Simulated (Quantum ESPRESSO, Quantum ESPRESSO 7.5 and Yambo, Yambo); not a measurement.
**GaP (F-43m): G0W0 on several meshes in Yambo**

Aim: the GW shift of GaP (F-43m) against the k mesh.

Method: PBE and many-body steps on it, plane waves, in Quantum ESPRESSO 7.5 and Yambo 5.3.0.

**1. The structure**

The structure is cubic, space group F-43m (No. 216). Conventional cell: a = 5.450 Å, b = 5.450 Å, c = 5.450 Å, α = 90.00°, β = 90.00°, γ = 90.00°. Ga has 4 P at 2.36 Å nearest. P has 4 Ga at 2.36 Å nearest. Farther neighbours are not listed.

The cell and positions come from the Crystallography Open Database and are kept as given unless a step says otherwise.

**2. Empty states on the mesh, 2×2×2 mesh, 133 bands**

This step: Quantum ESPRESSO 7.5; DFT, PBE, plane waves, norm-conserving pseudopotentials.

The sums over transitions need many empty states on a uniform mesh; this step solves for them.

The input, pw.in:

```
&control
  calculation = 'nscf'
  prefix = 'x'
  outdir = 'o'
  pseudo_dir = 'pseudo'
/
&system
  ibrav = 0
  nat = 2
  ntyp = 2
  ecutwfc = 104.0
  nbnd = 133
  force_symmorphic = .true.
/
&electrons
  conv_thr = 1e-9
  electron_maxstep = 80
  diago_full_acc = .true.
  diago_thr_init = 5e-6
/
ATOMIC_SPECIES
  Ga 69.723 Ga.upf
  P 30.974 P.upf
CELL_PARAMETERS angstrom
  0.0000000000 2.7252500000 2.7252500000
  2.7252500000 0.0000000000 2.7252500000
  2.7252500000 2.7252500000 0.0000000000
ATOMIC_POSITIONS crystal
  Ga 0.0000000000 0.0000000000 0.0000000000
  P 0.2500000000 0.2500000000 0.2500000000
K_POINTS automatic
  2 2 2 0 0 0
```

On the command line:

```bash
$ OMP_NUM_THREADS=1 mpirun -n 4 pw.x -nk 4 -in pw.in > pw.out
```

Output:

```text
Program PWSCF v.7.5 starts

     This program is part of the open-source Quantum ESPRESSO suite
     for quantum simulation of materials; please cite
         "P. Giannozzi et al., J. Phys.:Condens. Matter 21 395502 (2009);
         "P. Giannozzi et al., J. Phys.:Condens. Matter 29 465901 (2017);
         "P. Giannozzi et al., J. Chem. Phys. 152 154105 (2020);
     in publications or presentations arising from this work. More details at

     Atomic positions and unit cell read from directory:
     o/x.save/

     Message from routine setup:
[...]
114.4791 114.6481 114.6481 115.8646 116.1635

          k =-0.7071 0.0000 0.0000 (  4880 PWs)   bands (ev):

[...]
73.2799  76.3797  78.2475  78.2914  78.2914  79.6840  81.2691  82.4674
     [... 5 further rows ...]
   110.0178 110.6081 110.6081 111.2468 113.2736 113.4093 113.4093 114.7688
   117.3001 118.9113 119.2643 119.7949 119.7949

     highest occupied, lowest unoccupied level (ev):     8.2046    9.8577

     XML data file, pseudopotentials, collected wavefunctions

=------------------------------------------------------------------------------=
   JOB DONE.
=------------------------------------------------------------------------------=
```

Elapsed: 6.1 s, on 4 MPI ranks of Arm Neoverse V1, shared host; peak memory 0.35 GiB.

This step gave:

| Property | Result |
| --- | --- |
| gap | 1.653 eV |
| k of the valence top | 0, 0, 0 |
| k of the conduction bottom | 0, -0.5, -0.5 |
| least direct gap | 1.818 eV |
| k points computed | 3 |
| lowest point of the top converged band, above the valence top | 107.9589 eV |

On this mesh the gap is 1.653 eV.

The density comes from a self-consistent run that is not shown.

**3. Conversion and set-up**

This step: Yambo 5.3.0; conversion and set-up on PBE, plane waves, norm-conserving pseudopotentials.

The states are converted to the many-body program's format and the q mesh is built.

On the command line:

```bash
$ (cd o/x.save; p2y > p2y.log; mv SAVE ../..); yambo > setup.log
```

Output:

```text
 Yambo, version 5.3.0

 [02] CORE Variables Setup
 =========================

  [02.01] Unit cells
  ==================

  Cell kind             :  FCC
  Atoms in the cell     :  Ga  P
  number of Ga atoms    :  1
  number of P  atoms    :  1

  List of atomic masses
  Mass of Ga    :  69.72300
  Mass of P     :  30.97400

  List of atomic coordinates    : [cc]
  Ga1       :  0.000000  0.000000  0.000000  order 1
  P1       :  2.574988  2.574988  2.574988  order 2

  Alat factors          :  5.149976  5.149976  5.149976 [a.u.]
  Direct lattice volume :  273.1780 [a.u.]
[...]
0.000000  0.000000  0.000000  0.000000  0.000000  0.000000  0.000000  0.000000

 [03] Transferred momenta grid and indexing
 ==========================================

 IBZ Q-points                                      :  3
 BZ  Q-points                                      :   8

 K/Q-points units:
 rlu = crystal or reduced units; cc = cartesian coordinates; iku = interal k-units

 Q [1]          [rlu]:  0.000000  0.000000  0.000000
 Q [2]          [rlu]:  0.51853E-17  0.51853E-17 -0.50000
 Q [3]          [rlu]: -0.34504E-17 -0.50000     -0.50000

  [03.01] X indexes
  =================

   [03.01.01] Sigma indexes
   ========================

 [06] Game Over & Game summary
```

Wall time 2.9 s (1 MPI rank); peak memory 0.25 GiB.

**4. 2×2×2**

Now the one-shot GW correction: screening in the RPA, then the self-energy of the levels asked for.

This step: G0W0 on PBE, plane waves, norm-conserving pseudopotentials.

The input, gw13.in:

```
HF_and_locXC
gw0
dyson
ppa
em1d
rim_cut
RandQpts= 1000000
RandGvec= 1 RL
EXXRLvcs= 104 Ry
VXCRLvcs= 416 Ry
Chimod= "HARTREE"
% BndsRnXp
 1 | 133 |
%
NGsBlkXp= 15.5 Ry
% LongDrXp
 1 | 1 | 1 |
%
% GbndRnge
 1 | 133 |
%
DysSolver= "n"
ExtendOut
PPAPntXp= 27.21138 eV
% QPkrange
 1 | 1 | 12 | 15 |
 3 | 3 | 12 | 15 |
%
```

On the command line:

```bash
$ OMP_NUM_THREADS=1 mpirun -n 4 yambo -F gw13.in -J gw13 -C gw13 > gw13.log
```

Output:

```text
 Yambo, version 5.3.0

 [02] CORE Variables Setup
 =========================

  [... cell, symmetries and grids as in the set-up ...]

  [02.05] Energies & Occupations
  ==============================

  [X] === General ===
  [X] Electronic Temperature                        :  0.000000  0.000000 [eV K]
  [X] Bosonic    Temperature                        :  0.000000  0.000000 [eV K]
  [X] Finite Temperature mode                       : no
  [X] El. density                                   :  0.64228E+24 [cm-3]
  [X] Fermi Level                                   :  8.204632 [eV]

  [X] === Gaps and Widths ===
  [X] Conduction Band Min                           :  1.653057 [eV]
  [X] Valence Band Max                              :  0.000000 [eV]
  [X] Filled Bands                                  :  13
  [X] Empty Bands                                   :   14  133
  [X] Direct Gap                                    :  1.817542 [eV]
  [X] Direct Gap localized at k                     :  1
  [X] Indirect Gap                                  :  1.653057 [eV]
  [X] Indirect Gap between kpts                     :  1  3
  [X] Last valence band width                       :  2.682584 [eV]
  [X] 1st conduction band width                     :  0.164485 [eV]

 [03] Transferred momenta grid and indexing
 ==========================================

 IBZ Q-points                                      :  3
 BZ  Q-points                                      :   8

 K/Q-points units:
 rlu = crystal or reduced units; cc = cartesian coordinates; iku = interal k-units

 Q [1]          [rlu]:  0.000000  0.000000  0.000000
 Q [2]          [rlu]:  0.51853E-17  0.51853E-17 -0.50000
 Q [3]          [rlu]: -0.34504E-17 -0.50000     -0.50000

 [04] Coloumb potential Random Integration (RIM)
 ===============================================

  [04.01] RIM initialization
  ==========================

  * Diagonal components only detected *

  8 x (sBL volume)        :  0.908017 [a.u.]
  sBZ random points       :  1000000
  Points outside the sBZ  :   7996195
  RL volume               :  0.908017 [a.u.]
  Integrated volume       :  0.908449 [a.u.]

  [04.02] RIM integrals
  =====================

  Gamma point sphere radius             :  0.175650 [a.u.]
  Points outside the sphere             :   799659
  [Int_sBZ(q=0) 1/q^2]*(Vol_sBZ)^(-1/3) =:  7.764404
                                 should be <:  7.795600

  Summary of Coulomb integrals for non-metallic bands |Q|[au] RIM/Bare

  Q [1] 0.100000E-4 0.995998 * Q [2] 0.528294 1.064860
  Q [3] 0.610021 1.063764

 [05] Dipoles
 ============

  [05.01] Setup: observables and procedures
  =========================================

 [06] Dynamic Dielectric Matrix (PPA)
 ====================================

 [WR./gw13//ndb.pp]--------------------------------------------------------------
  Brillouin Zone Q/K grids (IBZ/BZ)                :   3   8   3   8
  RL vectors                                       :   5769 [WF]
  Coulomb cutoff potential                         : none
  Electronic Temperature                           :  0.000000 [K]
  Bosonic    Temperature                           :  0.000000 [K]
  PPA    diel. fun.  energies                      : Perdew, Burke & Ernzerhof(X)+Perdew, Burke & Ernzerhof(C)
  wavefunctions                                    : Perdew, Burke & Ernzerhof(X)+Perdew, Burke & Ernzerhof(C)
  Global Gauge                                     : length
  X matrix size                                    :  307
  X band range                                     :    1  133
  X e/h energy range                               : -1.000000 -1.000000 [eV]
  X Time ordering                                  : R
  X Hxc Kernel                                     : HARTREE
  X Drude frequency                                :  0.000000  0.000000
  X poles                                          :  100.0000 [o/o]
  RL vectors in the sum                            :   5769
  [r,Vnl] included                                 : yes
  Field direction                                  :  0.577350E-5  0.577350E-5  0.577350E-5
  BZ energy Double Grid                            : no
  BZ energy DbGd points                            : 0
  BZ Q point size factor                           : -1.000000
  X Optical Averaged directions                    : none

 [07] Local Exchange-Correlation + Non-Local Fock
 ================================================

 [VXC] Plane waves :   39189
 [EXS] Plane waves :   4957

 QP @ state[ 1 ] K range:  1  1
 QP @ state[ 1 ] b range:  12  15
 QP @ state[ 2 ] K range:  3  3
 QP @ state[ 2 ] b range:  12  15

 [xc] Functional : Perdew, Burke & Ernzerhof(X)+Perdew, Burke & Ernzerhof(C)
 [xc] LIBXC used to calculate xc functional
  PP Number of Atomic Species                      :  2
  NLCC RL compoments                               :   39189
  PP Number of Atomic Species                      :  2
  NLCC RL compoments                               :   39189

 [xc] E_xc :  -23.24486 [Ha]
      E_xc :  -46.48972 [Ry]

  Local XC kind (lXC) : Perdew, Burke & Ernzerhof(X)+Perdew, Burke & Ernzerhof(C)
  Non-Local XC kind (nlXC) : Hartree-Fock

  Corrections @ K [1] :  [eV]
 <12|nlXC|12> = -15.97019  0.25852E-16 <12|lXC|12> = -13.42648 -0.20866E-20
 <13|nlXC|13> = -15.97019  0.38751E-17 <13|lXC|13> = -13.42648  0.18880E-15
 <14|nlXC|14> = -7.171109 -0.51586E-17 <14|lXC|14> = -12.64457 -0.29478E-17
 <15|nlXC|15> = -6.186885 -0.15720E-16 <15|lXC|15> = -11.28674 -0.18937E-15

  Corrections @ K [3] :  [eV]
 <12|nlXC|12> = -14.74454 -0.11820E-16 <12|lXC|12> = -11.83736 -0.94407E-16
 <13|nlXC|13> = -14.74454  0.10258E-16 <13|lXC|13> = -11.83736  0.23602E-15
 <14|nlXC|14> = -5.197596 -0.85716E-17 <14|lXC|14> = -9.544527  0.29485E-16
 <15|nlXC|15> = -6.179850 -0.19645E-17 <15|lXC|15> = -10.79830 -0.17681E-16

  [07.01] Hartree-Fock occupations report
  =======================================

  [Hartree-Fock] === General ===
  [Hartree-Fock] Electronic Temperature             :  0.000000  0.000000 [eV K]
  [Hartree-Fock] Bosonic    Temperature             :  0.000000  0.000000 [eV K]
  [Hartree-Fock] Finite Temperature mode            : no
  [Hartree-Fock] El. density                        :  0.64228E+24 [cm-3]
  [Hartree-Fock] Fermi Level                        :  8.204632 [eV]

  [Hartree-Fock] === Gaps and Widths ===
  [Hartree-Fock] Conduction Band Min                :  1.669783 [eV]
  [Hartree-Fock] Valence Band Max                   : -1.117749 [eV]
  [Hartree-Fock] Filled Bands                       :  13
  [Hartree-Fock] Empty Bands                        :   14  133
  [Hartree-Fock] Direct Gap                         :  2.787532 [eV]
  [Hartree-Fock] Direct Gap localized at k          :  2
  [Hartree-Fock] Indirect Gap                       :  2.787532 [eV]
  [Hartree-Fock] Indirect Gap between kpts          :  2  2
  [Hartree-Fock] Last valence band width            :  4.472013 [eV]
  [Hartree-Fock] 1st conduction band width          :  5.621220 [eV]

 [08] Dyson equation: Newton solver
 ==================================

  [08.01] G0W0 (W PPA)
  ====================

  [  GW  ] Bands range     :    1  133
  [GW/PPA] G damping       :  0.100000 [eV]

  QP @ state[ 1 ] K range:  1  1
  QP @ state[ 1 ] b range:  12  15
  QP @ state[ 2 ] K range:  3  3
  QP @ state[ 2 ] b range:  12  15

   Sc/G bands                                       :    1  133
   Sc/G damping                                     :  0.100000 ev
   Sc bands terminator                              : no
   Sx RL components                                 :   4957

   QP @ state[ 1 ] K range                          :  1  1
   QP @ state[ 1 ] b range                          :  12  15
   QP @ state[ 2 ] K range                          :  3  3
   QP @ state[ 2 ] b range                          :  12  15
   GF energies kind                                 : Perdew, Burke & Ernzerhof(X)+Perdew, Burke & Ernzerhof(C)
   GF WF`s kind                                     : Perdew, Burke & Ernzerhof(X)+Perdew, Burke & Ernzerhof(C)
   Xs energies kind                                 : Perdew, Burke & Ernzerhof(X)+Perdew, Burke & Ernzerhof(C)
   Xs WF`s kind                                     : Perdew, Burke & Ernzerhof(X)+Perdew, Burke & Ernzerhof(C)

 [11] Game Over & Game summary
```

Run time: 14 s. Hardware: 4 MPI ranks; peak memory 1.3 GiB; 53 s of CPU time.

This step gave:

```yaml
g0w0_gap_on_the_points_computed: 2.169 eV
starting_gap_on_the_mesh: 1.653 eV
k_of_the_valence_top: 0, 0, 0
k_of_the_conduction_bottom: 0, -0.5, -0.5
least_direct_g0w0_gap_on_the_computed_points: 2.736 eV
z_at_the_valence_top: 0.7933
z_at_the_conduction_bottom: 0.8201
```

The gap on the mesh goes from 1.65 eV to 2.17 eV, a correction of +0.52 eV.

**5. Empty states on the mesh, 6×6×6 mesh, 133 bands**

This step: Quantum ESPRESSO 7.5; DFT, PBE, plane waves, norm-conserving pseudopotentials.

pw.in, as its differences from that of step 2:

```diff
@@ -31,2 +31,2 @@
 K_POINTS automatic
-  2 2 2 0 0 0
+  6 6 6 0 0 0
```

On the command line:

```bash
$ OMP_NUM_THREADS=1 mpirun -n 4 pw.x -nk 4 -in pw.in > pw.out
```

Output:

```text
[banner, memory and clock lines left out]
Program PWSCF v.7.5 starts

     Atomic positions and unit cell read from directory:
     o/x.save/

     Message from routine setup:
     using ibrav=0 with symmetry is DISCOURAGED, use correct ibrav instead

     G-vector sticks info

     bravais-lattice index     =            0
     lattice parameter (alat)  =       7.2832  a.u.
     unit-cell volume          =     273.1780 (a.u.)^3
     number of atoms/cell      =            2
     number of atomic types    =            2
     number of electrons       =        26.00
[...]
[... 5 further rows ...]
[...]
112.6560 112.6560 114.3943 114.3943 115.3412

          k = 0.2357 0.2357-0.2357 (  4879 PWs)   bands (ev):

[...]
74.1793  74.1797  74.1797  77.4520  77.4520  80.1851  80.2265  81.3290
     [... 5 further rows ...]
   108.6668 109.4153 111.1924 111.1924 111.9381 113.5268 113.5268 113.6934
   115.1912 115.1912 115.6645 116.9642 116.9642

          k =-0.3536-0.3536 0.3536 (  4910 PWs)   bands (ev):

     [... further k-points ...]

     highest occupied, lowest unoccupied level (ev):     8.2046    9.8577

     XML data file, pseudopotentials, collected wavefunctions
```

The job ended after 22 s (4 MPI ranks; peak memory 0.41 GiB; 86 s of CPU time).

Numbers from this step:

```yaml
gap: 1.653 eV
k_of_the_valence_top: 0, 0, 0
k_of_the_conduction_bottom: 0, -0.5, -0.5
least_direct_gap: 1.818 eV
k_points_computed: 16
lowest_point_of_the_top_converged_band_above_the_valence_top: 107.1365 eV
```

On this mesh the gap is 1.653 eV.

(Continued in part 2 of 2.)

[Paths, hosts, dates, memory and timing lines, banners, echoed tables and standing remarks are left out of the program output.]

[Logs are printed without paths, hosts, clocks, repeated set-up lines and the standing remarks that a program may print on its own settings, such as how far it seeks lower states.]

[Runs of the session that timed out or met a known fault of the program may be left out.]

[Hosts, paths, dates, database ids (printed as entryN), source tags and the programs' standing remarks are cut or masked in the printed files.]
